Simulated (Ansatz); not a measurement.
Kick along a soft mode, then relaxed in WSe$_{2}$

Theory: DFT PBE+D3(BJ), scalar-relativistic, plane waves, PAW (Ansatz). The runs took a 420 eV cutoff, a Γ-centred 12×12×2 mesh and Gaussian smearing (0.05 eV). Spin–orbit coupling is left out, which can shift energies with elements as heavy as these. No spin polarisation. Energies are free energies at this smearing, counted from the undisturbed cell; pressure is positive in compression.

Reference structure (relaxed at this level):

```yaml
crystal:
  lattice:
    - [3.27903, 0.00000, 0.00000]
    - [-1.63951, 2.83972, 0.00000]
    - [0.00000, 0.00000, 12.78861]
  atoms:
    - { symbol: W, position: [0.33333, 0.66667, 0.25000] }
    - { symbol: W, position: [0.66667, 0.33333, 0.75000] }
    - { symbol: Se, position: [0.33333, 0.66667, 0.61829] }
    - { symbol: Se, position: [0.66667, 0.33333, 0.11829] }
    - { symbol: Se, position: [0.33333, 0.66667, 0.88171] }
    - { symbol: Se, position: [0.66667, 0.33333, 0.38171] }
```

The atoms are moved along a zone-centre mode of 26 cm⁻¹ (Å):

| atom | ux | uy | uz |
| --- | --- | --- | --- |
| W1 | -0.106 | -0.106 | 0.000 |
| W2 | 0.106 | 0.106 | 0.000 |
| Se3 | 0.105 | 0.105 | 0.000 |
| Se4 | -0.105 | -0.105 | 0.000 |
| Se5 | 0.105 | 0.105 | 0.000 |
| Se6 | -0.105 | -0.105 | 0.000 |

Cell and atoms are then relaxed.

**Question.** Does the relaxation return to the undisturbed structure?

**Answer.** Yes (up to a choice of domain or origin): same space group and volume, and an energy 0.0 meV/atom from it. The final space group reads P6_3/mmc (tolerance 0.01 Å) and the volume changes by -0.06 %.

Final structure:

```xyz
6
Lattice="3.2794 0.0006 0.0000 -1.6391 2.8388 0.0000 0.0000 0.0000 12.7820" Properties=species:S:1:pos:R:3 pbc="T T T"
W    -0.0012    1.8919    3.1955
W     1.6415    0.9476    9.5865
Se    0.0016    1.8934    7.9022
Se    1.6387    0.9461    1.5112
Se    0.0016    1.8934   11.2708
Se    1.6387    0.9461    4.8798
```

The relaxation, step by step (energy from the first step; small jumps at an unchanged geometry come where the plane waves are selected anew for the new cell):

```
step  ΔE (meV/atom) largest force component (eV/Å) pressure (GPa)
   1            0.0                           0.048            0.08
   2           -1.7                           0.084           -0.09
   3           -2.4                           0.061            0.11
   4           -2.8                           0.003            0.00
   5           -2.9                           0.005            0.02
   6           -2.8                           0.005            0.02
```

Frames along the relaxation (Å, eV/Å):

```xyz
6
Lattice="3.279 0.000 0.000 -1.640 2.840 0.000 0.000 0.000 12.789" Properties=species:S:1:pos:R:3:forces:R:3 pbc="T T T" step=1
W    -0.106    1.787    3.197    0.042    0.048    0.000
W     1.746    1.053    9.591   -0.042   -0.048    0.000
Se    0.105    1.999    7.907   -0.009   -0.020    0.021
Se    1.534    0.841    1.513    0.009    0.020    0.021
Se    0.105    1.999   11.276   -0.009   -0.020   -0.021
Se    1.534    0.841    4.882    0.009    0.020   -0.021
6
Lattice="3.279 -0.007 0.000 -1.646 2.853 0.000 0.000 0.000 12.906" Properties=species:S:1:pos:R:3:forces:R:3 pbc="T T T" step=2
W    -0.003    1.952    3.227   -0.050   -0.054    0.000
W     1.636    0.893    9.680    0.050    0.054    0.000
Se   -0.001    1.850    8.001   -0.025   -0.010   -0.084
Se    1.634    0.995    1.547    0.025    0.010   -0.084
Se   -0.001    1.850   11.359   -0.025   -0.010    0.084
Se    1.634    0.995    4.906    0.025    0.010    0.084
6
Lattice="3.276 0.002 0.000 -1.636 2.831 0.000 0.000 0.000 12.759" Properties=species:S:1:pos:R:3:forces:R:3 pbc="T T T" step=3
W     0.036    1.913    3.190   -0.007   -0.001    0.000
W     1.604    0.920    9.569    0.007    0.001    0.000
Se   -0.035    1.862    7.880    0.014    0.012    0.061
Se    1.675    0.971    1.501   -0.014   -0.012    0.061
Se   -0.035    1.862   11.259    0.014    0.012   -0.061
Se    1.675    0.971    4.879   -0.014   -0.012   -0.061
6
Lattice="3.280 0.000 0.000 -1.640 2.840 0.000 0.000 0.000 12.781" Properties=species:S:1:pos:R:3:forces:R:3 pbc="T T T" step=4
W     0.009    1.900    3.195   -0.003   -0.002    0.000
W     1.631    0.940    9.586    0.003    0.002    0.000
Se   -0.009    1.887    7.902    0.003    0.002   -0.003
Se    1.649    0.953    1.512   -0.003   -0.002   -0.003
Se   -0.009    1.887   11.270    0.003    0.002    0.003
Se    1.649    0.953    4.879   -0.003   -0.002    0.003
6
Lattice="3.279 0.001 0.000 -1.639 2.839 0.000 0.000 0.000 12.782" Properties=species:S:1:pos:R:3:forces:R:3 pbc="T T T" step=5
W    -0.001    1.892    3.195    0.005    0.004    0.000
W     1.641    0.948    9.586   -0.005   -0.004    0.000
Se    0.002    1.893    7.902    0.002    0.002    0.002
Se    1.639    0.946    1.511   -0.002   -0.002    0.002
Se    0.002    1.893   11.271    0.002    0.002   -0.002
Se    1.639    0.946    4.880   -0.002   -0.002   -0.002
6
Lattice="3.279 0.001 0.000 -1.639 2.839 0.000 0.000 0.000 12.782" Properties=species:S:1:pos:R:3:forces:R:3 pbc="T T T" step=6
W    -0.001    1.892    3.195    0.005    0.004    0.000
W     1.641    0.948    9.586   -0.005   -0.004    0.000
Se    0.002    1.893    7.902    0.002    0.002    0.002
Se    1.639    0.946    1.511   -0.002   -0.002    0.002
Se    0.002    1.893   11.271    0.002    0.002   -0.002
Se    1.639    0.946    4.880   -0.002   -0.002   -0.002
```

Cost: 1 run of about 3.8 core-minutes, on Intel Xeon Platinum 8488C (Sapphire Rapids) (shared hosts).